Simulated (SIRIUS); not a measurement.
A run of SIRIUS 7.10.0:

The input sirius.json:

```json
{
  "control": {
    "processing_unit": "cpu",
    "verbosity": 2,
    "num_bands_to_print": 21,
    "print_forces": true,
    "print_stress": true
  },
  "parameters": {
    "electronic_structure_method": "pseudopotential",
    "xc_functionals": ["XC_GGA_X_PBE", "XC_GGA_C_PBE"],
    "gk_cutoff": 7.7,
    "pw_cutoff": 15.4,
    "ngridk": [10, 10, 6],
    "shiftk": [0, 0, 0],
    "smearing": "fermi_dirac",
    "smearing_width": 0.0018374661,
    "num_bands": 21,
    "num_mag_dims": 0,
    "num_dft_iter": 100,
    "energy_tol": 1e-08,
    "density_tol": 1e-06
  },
  "iterative_solver": {
    "type": "davidson",
    "min_tolerance": 1e-09,
    "tolerance_scale": [0.1, 0.25]
  },
  "mixer": {
    "type": "anderson",
    "beta": 0.7,
    "max_history": 8
  },
  "settings": {
    "tol_ne": 1e-10,
    "pseudo_grid_cutoff": 6.5
  },
  "unit_cell": {
    "lattice_vectors": [
      [-3.120466955072, 3.120466955072, 3.120466955072],
      [3.120466955072, -3.120466955072, 3.120466955072],
      [6.240933910144, 6.240933910144, 0.0]
    ],
    "atom_coordinate_units": "lattice",
    "atom_types": ["Ta"],
    "atom_files": {
      "Ta": "Ta.json"
    },
    "atoms": {
      "Ta": [
        [0.085612, 0.908964, 0.971196],
        [0.459385, 0.593821, 0.532817]
      ]
    }
  }
}
```

Potentials or basis: PseudoDojo 0.4.1 PBE standard (scalar relativistic).

Launch:

```console
$ upf_to_json Ta.upf
$ OMP_NUM_THREADS=1 sirius.scf --input=sirius.json --output=out.json --task=0
```

Hardware: 1 thread of Arm Neoverse V1 (shared host).

Q: How long does it take, and how much memory?

A: Run time: 4.4 min on 1 thread of Arm Neoverse V1, with other jobs on the host, peak memory 1.4 GiB. Counts: scf iterations 11, k points 304, plane waves 1885, bands 21.
